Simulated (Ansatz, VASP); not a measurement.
## Ag: VASP beside Ansatz

Contents of INCAR:

```
PREC = Accurate ; ENCUT = 520
EDIFF = 1E-6 ; ISMEAR = 0
SIGMA = 0.017 ; LREAL = F
LASPH = T ; NELM = 80
ALGO = Fast ; ISIF = 2
LWAVE = F ; LCHARG = F
GGA = PE ; NBANDS = 12
```

Contents of KPOINTS:

```
regular mesh
0
Gamma
  11 11 11
```

POSCAR

```
Ag
1.0
    0.0000000000      2.0427500000      2.0427500000
    2.0427500000      0.0000000000      2.0427500000
    2.0427500000      2.0427500000      0.0000000000
Ag
1
Direct
    0.0000000000      0.0000000000      0.0000000000
```

input.yaml

```yaml
crystal:
  lattice:
    - [0.0, 2.04275, 2.04275]
    - [2.04275, 0.0, 2.04275]
    - [2.04275, 2.04275, 0.0]
  atoms:
    - { symbol: Ag, position: [0.0, 0.0, 0.0] }
kpoints:
  mp_grid: { grid: [11, 11, 11] }
scf:
  occupations: { method: gaussian, width: 0.017 }
hamiltonian:
  xc: pbe
  pseudopotentials: { kind: all_electron, lapw: { basis_error: 0.001 } }
output:
  forces: true
  stress: true
  eigenvalues: true
```

Alike in both runs: task single point; functional PBE; k mesh 11 × 11 × 11; occupations gaussian, width 0.017 eV; no spin polarisation.

|  | VASP | Ansatz |
| --- | --- | --- |
| version | VASP 6.6.1 | Ansatz 0.2.0 |
| potentials or method | VASP PAW PBE potentials, release 64 (Ag) | all-electron LAPW, scalar-relativistic |
| plane-wave cutoff (eV) | 520 | see its input |

```tsv
	VASP	Ansatz	Ansatz less VASP
gap on the k mesh at the Fermi level (eV)	none	none	-
pressure (GPa)	4.2	4.3	+0.08
```

A gap of «none» marks a metal or a gap that the smearing closes. Ansatz ran all-electron here, so the differences hold the error of VASP's frozen core and of both bases.
